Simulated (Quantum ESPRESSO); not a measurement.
# SiC (P6_3mc) in Quantum ESPRESSO: notebook

One crystal, SiC, is run at these levels: PBEsol; tasks: single point, equation of state.

All numbers are computed with Quantum ESPRESSO 7.5; they aren't measurements. Logs are shortened: lines on timing, memory, paths and dates and some standing lists are left out, and cuts for length are marked.

## (1) The crystal as given

The structure is hexagonal, space group P6_3mc (No. 186). The conventional cell has a = 3.076 Å, b = 3.076 Å, c = 10.071 Å, α = 90.00°, β = 90.00°, γ = 120.00°. Around Si (site symmetry 3m) lie 4 C at 1.88 to 1.89 Å. Around Si (site symmetry 3m) lie 4 C at 1.88 to 1.89 Å. Around C (site symmetry 3m) lie 4 Si at 1.88 to 1.89 Å. C (site symmetry 3m) is surrounded by 4 Si at 1.88 to 1.89 Å.

The cell is a database's computed one.

## (2) Single point, PBEsol, 9.69 Å³/atom

The input, pw.in:

```
&CONTROL
  calculation = 'scf'
  prefix = 'pwscf'
  outdir = './tmp'
  pseudo_dir = './pseudo'
  tprnfor = .true.
  tstress = .true.
  disk_io = 'nowf'
/
&SYSTEM
  ibrav = 0
  nat = 8
  ntyp = 2
  ecutwfc = 45
  ecutrho = 360
  nbnd = 24
  occupations = 'smearing'
  smearing = 'fd'
  degauss = 0.00367493
/
&ELECTRONS
  conv_thr = 1.6d-09
  electron_maxstep = 120
  mixing_beta = 0.5
/
ATOMIC_SPECIES
Si    28.0850 si_pbesol_v1.uspp.F.UPF
C     12.0110 c_pbesol_v1.2.uspp.F.UPF
CELL_PARAMETERS angstrom
   3.0129072637    0.0000000000    0.0000000000
  -1.5064536318    2.6092542296    0.0000000000
   0.0000000000    0.0000000000    9.8650653976
ATOMIC_POSITIONS crystal
Si     0.0000000000    0.0000000000    0.1878943800
Si     0.0000000000    0.0000000000    0.6878943800
Si     0.3333333333    0.6666666667    0.4378419800
Si     0.6666666667    0.3333333333    0.9378419800
C      0.0000000000    0.0000000000    0.0004600500
C      0.0000000000    0.0000000000    0.5004600500
C      0.3333333333    0.6666666667    0.2498025900
C      0.6666666667    0.3333333333    0.7498025900
K_POINTS automatic
10 10 3 0 0 0
```

Potentials or basis: GBRV 1.5 PBEsol.

Run with:

```
$ OMP_NUM_THREADS=1 pw.x -in pw.in > pw.out
```

pw.out:

```text
This program is part of the open-source Quantum ESPRESSO suite
     for quantum simulation of materials; please cite
[... 9 lines left out ...]
     --------------------
     sticks:   dense  smooth     PW     G-vecs:    dense   smooth      PW
     Sum         805     397    121                60389    21283    3583

     Using Slab Decomposition

     bravais-lattice index     =            0
     lattice parameter (alat)  =       5.6936  a.u.
     unit-cell volume          =     523.3578 (a.u.)^3
     number of atoms/cell      =            8
     number of atomic types    =            2
     number of electrons       =        32.00
     number of Kohn-Sham states=           24
     kinetic-energy cutoff     =      45.0000  Ry
     charge density cutoff     =     360.0000  Ry
     scf convergence threshold =      1.6E-09
     mixing beta               =       0.5000
     number of iterations used =            8  plain     mixing
     Exchange-correlation= SLA  PW   PSX  PSC
                           (   1   4  10   8   0   0   0)

     celldm(1)=   5.693570  celldm(2)=   0.000000  celldm(3)=   0.000000
     celldm(4)=   0.000000  celldm(5)=   0.000000  celldm(6)=   0.000000

     crystal axes: (cart. coord. in units of alat)
               a(1) = (   1.000000   0.000000   0.000000 )
               a(2) = (  -0.500000   0.866025   0.000000 )
               a(3) = (   0.000000   0.000000   3.274268 )

     reciprocal axes: (cart. coord. in units 2 pi/alat)
               b(1) = (  1.000000  0.577350 -0.000000 )
               b(2) = (  0.000000  1.154701  0.000000 )
               b(3) = (  0.000000 -0.000000  0.305412 )

     PseudoPot. # 1 for Si read from file:
     si_pbesol_v1.uspp.F.UPF
     Pseudo is Ultrasoft + core correction, Zval =  4.0
     Generated by new atomic code, or converted to UPF format
     Using radial grid of  899 points,  6 beta functions with:
                l(1) =   0
                l(2) =   0
                l(3) =   1
                l(4) =   1
                l(5) =   2
                l(6) =   2
     Q(r) pseudized with  8 coefficients,  rinner =    0.900   0.900   0.900
                                                       0.900   0.900

     PseudoPot. # 2 for C  read from file:
     c_pbesol_v1.2.uspp.F.UPF
     Pseudo is Ultrasoft + core correction, Zval =  4.0
     Generated by new atomic code, or converted to UPF format
     Using radial grid of  721 points,  4 beta functions with:
                l(1) =   0
                l(2) =   0
                l(3) =   1
                l(4) =   1
     Q(r) pseudized with  8 coefficients,  rinner =    1.100   1.100   1.100

     atomic species   valence    mass     pseudopotential
     Si                4.00    28.08500     Si( 1.00)
     C                 4.00    12.01100     C ( 1.00)

     12 Sym. Ops. (no inversion) found ( 6 have fractional translation)

   Cartesian axes

     site n.     atom                  positions (alat units)
         1        Si     tau(   1) = (   0.0000000   0.0000000   0.6152165  )
         2        Si     tau(   2) = (   0.0000000   0.0000000   2.2523505  )
         3        Si     tau(   3) = (  -0.0000000   0.5773503   1.4336119  )
         4        Si     tau(   4) = (   0.5000000   0.2886751   3.0707458  )
         5        C      tau(   5) = (   0.0000000   0.0000000   0.0015063  )
         6        C      tau(   6) = (   0.0000000   0.0000000   1.6386403  )
         7        C      tau(   7) = (  -0.0000000   0.5773503   0.8179206  )
         8        C      tau(   8) = (   0.5000000   0.2886751   2.4550545  )

     number of k points=    28  Fermi-Dirac smearing, width (Ry)=  0.0037
                       cart. coord. in units 2pi/alat
        k(    1) = (   0.0000000   0.0000000   0.0000000), wk =   0.0066667
        k(    2) = (   0.0000000   0.0000000   0.1018039), wk =   0.0133333
        k(    3) = (   0.0000000   0.1154701   0.0000000), wk =   0.0400000
        k(    4) = (   0.0000000   0.1154701   0.1018039), wk =   0.0800000
        k(    5) = (   0.0000000   0.2309401   0.0000000), wk =   0.0400000
        k(    6) = (   0.0000000   0.2309401   0.1018039), wk =   0.0800000
[... 20 lines left out ...]
        k(   27) = (   0.3000000   0.5196152   0.0000000), wk =   0.0400000
        k(   28) = (   0.3000000   0.5196152   0.1018039), wk =   0.0800000

     Dense  grid:    60389 G-vectors     FFT dimensions: (  36,  36, 120)

     Smooth grid:    21283 G-vectors     FFT dimensions: (  25,  25,  80)

     Initial potential from superposition of free atoms

     starting charge      31.9972, renormalised to      32.0000
     Starting wfcs are   32 randomized atomic wfcs

     Self-consistent Calculation

     iteration #  1     ecut=    45.00 Ry     beta= 0.50
     Davidson diagonalization with overlap
     ethr =  1.00E-02,  avg # of iterations =  3.8

     total energy              =     -83.86172073 Ry
[... 78 lines left out ...]
    14.7700  15.4186  15.9816  17.1472  17.8929  18.3175  18.3689  18.5714
[... 9 lines left out ...]
    -4.1086  -2.9355  -2.8833  -0.6351   2.6232   3.9078   4.4700   4.7609
     6.2886   7.0720   7.4588   7.4728   8.3174   8.3573   9.0981   9.5688
    13.6185  13.9115  15.1894  16.1338  16.8752  17.8587  18.1692  18.7112

          k = 0.0000 0.3464 0.1018 (  2662 PWs)   bands (ev):

    -3.9717  -3.5660  -2.0501  -1.1312   3.0746   3.7239   4.4288   5.3670
     5.5116   6.3584   7.5640   7.8690   8.4098   8.8880   9.0538   9.3689
    13.7090  13.8554  15.3639  16.0012  16.5867  17.5314  18.5004  18.5621

          k = 0.0000 0.4619 0.0000 (  2664 PWs)   bands (ev):

    -2.9640  -1.9251  -1.8464  -0.2487   2.1394   2.5739   3.0268   4.3151
     4.6882   6.7723   7.0451   7.8025   7.9432   7.9789   8.6491   9.2721
    12.8243  12.8823  14.7113  15.7220  15.8359  16.7493  17.8107  18.3848

          k = 0.0000 0.4619 0.1018 (  2683 PWs)   bands (ev):

    -2.8377  -2.4682  -1.1736  -0.5235   2.0924   2.3982   3.2892   4.1373
     5.1362   6.4031   7.1543   7.4715   7.8713   8.5383   8.5419   9.0560
    12.9870  13.0841  14.6306  15.3164  16.1268  17.0702  18.0093  18.2686

          k = 0.0000-0.5774 0.0000 (  2668 PWs)   bands (ev):

    -2.0376  -1.4850  -1.1995  -0.4473   1.3710   1.7202   3.0762   3.5308
     5.1296   5.9936   6.9017   7.8111   7.8459   8.0035   8.6709   9.1635
    12.4358  12.6059  14.6106  15.3383  15.7852  16.1343  17.6686  18.1800

          k = 0.0000-0.5774 0.1018 (  2664 PWs)   bands (ev):

    -1.9476  -1.7083  -0.9599  -0.6273   1.6478   1.9766   2.6339   3.0249
     5.8311   6.4488   7.0120   7.3327   7.5827   8.1249   8.4183   8.9424
    12.7880  12.7989  14.3683  15.0156  16.3183  16.5776  18.1863  18.2042

          k = 0.1000 0.1732 0.0000 (  2648 PWs)   bands (ev):

    -5.1692  -3.9434  -3.8997  -1.4108   1.7661   5.8392   5.9097   6.9311
     7.6281   7.9424   8.1757   8.4903   8.7348   9.3334   9.7757   9.9487
    15.7769  16.3088  16.5372  16.8173  17.6675  17.8138  17.9890  18.5036

          k = 0.1000 0.1732 0.1018 (  2659 PWs)   bands (ev):

    -5.0277  -4.6071  -3.0101  -1.9976   2.5568   4.1473   7.0336   7.1801
     7.3957   7.8825   8.2539   8.8520   8.8913   9.1382   9.6414   9.7445
    15.8563  16.1160  16.5255  16.6219  17.5372  17.6988  18.4881  18.6333

          k = 0.1000 0.2887 0.0000 (  2648 PWs)   bands (ev):

    -4.4558  -3.2614  -3.2129  -0.8633   2.3894   4.8621   5.2306   5.4189
     6.6788   7.0990   7.2004   7.7442   7.9211   8.3575   9.2374   9.4739
    14.8513  14.9937  15.9644  16.5046  17.6522  18.1648  18.4739  18.6146

          k = 0.1000 0.2887 0.1018 (  2663 PWs)   bands (ev):

    -4.3171  -3.9055  -2.3562  -1.3976   3.0400   4.1982   5.2733   5.8667
     6.0799   6.6327   7.4770   7.8232   8.2671   8.6742   9.0810   9.4700
    14.8890  14.9728  16.0520  16.5247  17.1770  17.5455  18.5609  18.6990

          k = 0.1000 0.4041 0.0000 (  2662 PWs)   bands (ev):
[... 49 lines left out ...]
    -1.5731  -1.0934  -0.8659  -0.3486   1.8638   2.1996   3.4771   3.5383
     4.6845   5.0100   5.6391   5.8170   6.8933   7.1891   8.1292   8.4656
    13.6294  14.5178  14.9040  16.5263  16.9828  17.2063  18.7535  18.9306

          k = 0.2000 0.5774 0.1018 (  2678 PWs)   bands (ev):

    -1.4910  -1.2792  -0.6919  -0.4623   2.1298   2.3753   3.0718   3.1799
     4.7400   5.0982   5.7786   6.3642   6.6307   7.2310   8.0791   8.2154
    13.7292  13.8295  15.9532  16.6079  16.7276  17.5863  18.0533  18.9002

          k = 0.3000 0.5196 0.0000 (  2688 PWs)   bands (ev):

    -1.4118  -0.7924  -0.7243  -0.3997   2.3261   2.7456   3.0157   3.8392
     3.8959   4.1883   5.6961   5.8064   6.1257   7.3483   7.4752   8.5469
    14.0196  14.3222  15.5257  16.0143  16.5765  19.0699  19.1635  19.6053

          k = 0.3000 0.5196 0.1018 (  2694 PWs)   bands (ev):

    -1.3204  -1.0737  -0.5166  -0.4177   2.5236   2.8059   2.8238   3.3911
     4.2094   4.4432   5.2411   5.5681   6.5626   7.5428   7.7904   8.1734
    13.6131  13.7743  16.1584  16.9183  17.0333  18.0499  19.2446  19.5100

     the Fermi energy is    11.4686 ev

!    total energy              =     -84.27838921 Ry
     estimated scf accuracy    <          9.1E-10 Ry
     smearing contrib. (-TS)   =      -0.00000000 Ry
     internal energy E=F+TS    =     -84.27838921 Ry

     The total energy is F=E-TS. E is the sum of the following terms:
     one-electron contribution =      24.76937601 Ry
     hartree contribution      =       9.05645687 Ry
     xc contribution           =     -32.60559083 Ry
     ewald contribution        =     -85.49863126 Ry

     convergence has been achieved in   9 iterations

     Forces acting on atoms (cartesian axes, Ry/au):

     atom    1 type  1   force =     0.00000000   -0.00000000    0.00048488
     atom    2 type  1   force =    -0.00000000    0.00000000    0.00048488
     atom    3 type  1   force =     0.00000000    0.00000000   -0.00106792
     atom    4 type  1   force =    -0.00000000   -0.00000000   -0.00106792
     atom    5 type  2   force =    -0.00000000   -0.00000000   -0.00001849
     atom    6 type  2   force =     0.00000000    0.00000000   -0.00001849
     atom    7 type  2   force =    -0.00000000   -0.00000000    0.00060154
     atom    8 type  2   force =    -0.00000000   -0.00000000    0.00060154

     Total force =     0.001864     Total SCF correction =     0.000019

     Computing stress (Cartesian axis) and pressure

          total   stress  (Ry/bohr**3)                   (kbar)     P=      160.08
   0.00109647  -0.00000000   0.00000000          161.30       -0.00        0.00
  -0.00000000   0.00109647   0.00000000           -0.00      161.30        0.00
   0.00000000   0.00000000   0.00107156            0.00        0.00      157.63

=------------------------------------------------------------------------------=
   JOB DONE.
=------------------------------------------------------------------------------=
```

It took 24 s on 1 thread of INTEL XEON PLATINUM 8581C at 2.10GHz (Emerald Rapids), shared host; peak memory 0.28 GiB.

Results:

- Free energy: -1146.6659 eV
- Pressure: 16.0 GPa
- Largest force: 0.027 eV/Å
- Band gap on the k mesh: 2.13 eV, indirect (least direct gap 3.27 eV)

Caveat: an odd mesh through Γ misses points on the zone boundary, where band edges often lie.

## (3) Single point, PBEsol, 9.90 Å³/atom

Edit pw.in of step 2 so:

```diff
@@ -29,5 +29,5 @@
 CELL_PARAMETERS angstrom
-   3.0129072637    0.0000000000    0.0000000000
-  -1.5064536318    2.6092542296    0.0000000000
-   0.0000000000    0.0000000000    9.8650653976
+   3.0341256196    0.0000000000    0.0000000000
+  -1.5170628097    2.6276298648    0.0000000000
+   0.0000000000    0.0000000000    9.9345399781
 ATOMIC_POSITIONS crystal
```

Potentials or basis: GBRV 1.5 PBEsol.

Run with:

```
$ OMP_NUM_THREADS=1 pw.x -in pw.in > pw.out
```

It took 31 s on 1 thread of INTEL XEON PLATINUM 8581C at 2.10GHz (Emerald Rapids), shared host; peak memory 0.28 GiB.

It converged, with:

```yaml
Free_energy: -1146.8020 eV
Pressure: 10.3 GPa
Largest_force: 0.019 eV/Å
Band_gap_on_the_k_mesh: 2.12 eV, indirect (least direct gap 3.27 eV)
```

Caveat: an odd mesh through Γ misses points on the zone boundary, where band edges often lie.

## (4) Single point, PBEsol, 10.11 Å³/atom

Edit pw.in of step 3 so:

```diff
@@ -29,5 +29,5 @@
 CELL_PARAMETERS angstrom
-   3.0341256196    0.0000000000    0.0000000000
-  -1.5170628097    2.6276298648    0.0000000000
-   0.0000000000    0.0000000000    9.9345399781
+   3.0550512851    0.0000000000    0.0000000000
+  -1.5275256425    2.6457520228    0.0000000000
+   0.0000000000    0.0000000000   10.0030562121
 ATOMIC_POSITIONS crystal
```

Run with:

```
$ OMP_NUM_THREADS=1 pw.x -in pw.in > pw.out
```

Run time: 30 s. Hardware: 1 thread of INTEL XEON PLATINUM 8581C at 2.10GHz (Emerald Rapids), shared host; peak memory 0.29 GiB.

Results (log left out):

| Quantity | Value |
| --- | --- |
| Free energy | -1146.8819 eV |
| Pressure | 5.1 GPa |
| Largest force | 0.012 eV/Å |
| Band gap on the k mesh | 2.12 eV, indirect (least direct gap 3.26 eV) |

Caveat: an odd mesh through Γ misses points on the zone boundary, where band edges often lie.

## (5) Single point, PBEsol, 10.31 Å³/atom

Edit pw.in of step 4 so:

```diff
@@ -29,5 +29,5 @@
 CELL_PARAMETERS angstrom
-   3.0550512851    0.0000000000    0.0000000000
-  -1.5275256425    2.6457520228    0.0000000000
-   0.0000000000    0.0000000000   10.0030562121
+   3.0756941497    0.0000000000    0.0000000000
+  -1.5378470748    2.6636292679    0.0000000000
+   0.0000000000    0.0000000000   10.0706464800
 ATOMIC_POSITIONS crystal
```

Run with:

```
$ OMP_NUM_THREADS=1 pw.x -in pw.in > pw.out
```

Run time: 26 s. Hardware: 1 thread of INTEL XEON PLATINUM 8581C at 2.10GHz (Emerald Rapids), shared host; peak memory 0.29 GiB.

It converged, with:

- Free energy: -1146.9109 eV
- Pressure: 0.4 GPa
- Largest force: 0.005 eV/Å
- Band gap on the k mesh: 2.12 eV, indirect (least direct gap 3.25 eV)

Caveat: an odd mesh through Γ misses points on the zone boundary, where band edges often lie.

## (6) Single point, PBEsol, 10.52 Å³/atom

Edit pw.in of step 5 so:

```diff
@@ -29,5 +29,5 @@
 CELL_PARAMETERS angstrom
-   3.0756941497    0.0000000000    0.0000000000
-  -1.5378470748    2.6636292679    0.0000000000
-   0.0000000000    0.0000000000   10.0706464800
+   3.0960635787    0.0000000000    0.0000000000
+  -1.5480317893    2.6812697109    0.0000000000
+   0.0000000000    0.0000000000   10.1373414467
 ATOMIC_POSITIONS crystal
```

Potentials or basis: GBRV 1.5 PBEsol.

Run with:

```
$ OMP_NUM_THREADS=1 pw.x -in pw.in > pw.out
```

Wall time 31 s (1 thread of INTEL XEON PLATINUM 8581C at 2.10GHz (Emerald Rapids), shared host); peak memory 0.3 GiB.

The run converged. Its results:

```
Free energy            : -1146.8938 eV
Pressure               : -3.9 GPa
Band gap on the k mesh : 2.11 eV, indirect (least direct gap 3.24 eV)
```

Caveat: an odd mesh through Γ misses points on the zone boundary, where band edges often lie.

## (7) Single point, PBEsol, 10.73 Å³/atom

Edit pw.in of step 6 so:

```diff
@@ -29,5 +29,5 @@
 CELL_PARAMETERS angstrom
-   3.0960635787    0.0000000000    0.0000000000
-  -1.5480317893    2.6812697109    0.0000000000
-   0.0000000000    0.0000000000   10.1373414467
+   3.1161684510    0.0000000000    0.0000000000
+  -1.5580842255    2.6986810411    0.0000000000
+   0.0000000000    0.0000000000   10.2031701838
 ATOMIC_POSITIONS crystal
```

Run with:

```
$ OMP_NUM_THREADS=1 pw.x -in pw.in > pw.out
```

Wall time 32 s (1 thread of INTEL XEON PLATINUM 8581C at 2.10GHz (Emerald Rapids), shared host); peak memory 0.3 GiB.

The run converged. Its results:

```
Free energy            : -1146.8347 eV
Pressure               : -7.7 GPa
Largest force          : 0.008 eV/Å
Band gap on the k mesh : 2.11 eV, indirect (least direct gap 3.23 eV)
```

Caveat: an odd mesh through Γ misses points on the zone boundary, where band edges often lie.

## (8) Single point, PBEsol, 10.93 Å³/atom

Edit pw.in of step 7 so:

```diff
@@ -29,5 +29,5 @@
 CELL_PARAMETERS angstrom
-   3.1161684510    0.0000000000    0.0000000000
-  -1.5580842255    2.6986810411    0.0000000000
-   0.0000000000    0.0000000000   10.2031701838
+   3.1360171929    0.0000000000    0.0000000000
+  -1.5680085964    2.7158705557    0.0000000000
+   0.0000000000    0.0000000000   10.2681602811
 ATOMIC_POSITIONS crystal
```

Run with:

```
$ OMP_NUM_THREADS=1 pw.x -in pw.in > pw.out
```

It took 32 s on 1 thread of INTEL XEON PLATINUM 8581C at 2.10GHz (Emerald Rapids), shared host; peak memory 0.31 GiB.

It converged, with:

| Property | Result |
| --- | --- |
| Free energy | -1146.7377 eV |
| Pressure | -11.2 GPa |
| Largest force | 0.013 eV/Å |
| Band gap on the k mesh | 2.10 eV, indirect (least direct gap 3.21 eV) |

Caveat: an odd mesh through Γ misses points on the zone boundary, where band edges often lie.

## (9) Equation of state, PBEsol

Potentials or basis: GBRV 1.5 PBEsol.

No new run: the results of the series are fitted here.

Results:

| Property | Result |
| --- | --- |
| Equilibrium volume | 10.34 Å³/atom |
| Bulk modulus at fixed shape and positions | 222 GPa |
| Pressure derivative of the bulk modulus | 3.9 |

Energy against volume, from the lowest point:
```tsv
volume (Å³/atom)	energy (meV/atom)
9.694	30.63
9.900	13.62
10.107	3.63
10.313	0.00
10.519	2.14
10.726	9.53
10.932	21.65
```

Caveat: the cell was scaled at fixed shape and fractional positions, which overstates the stiffness of a crystal with free parameters, most of all of layers and chains.
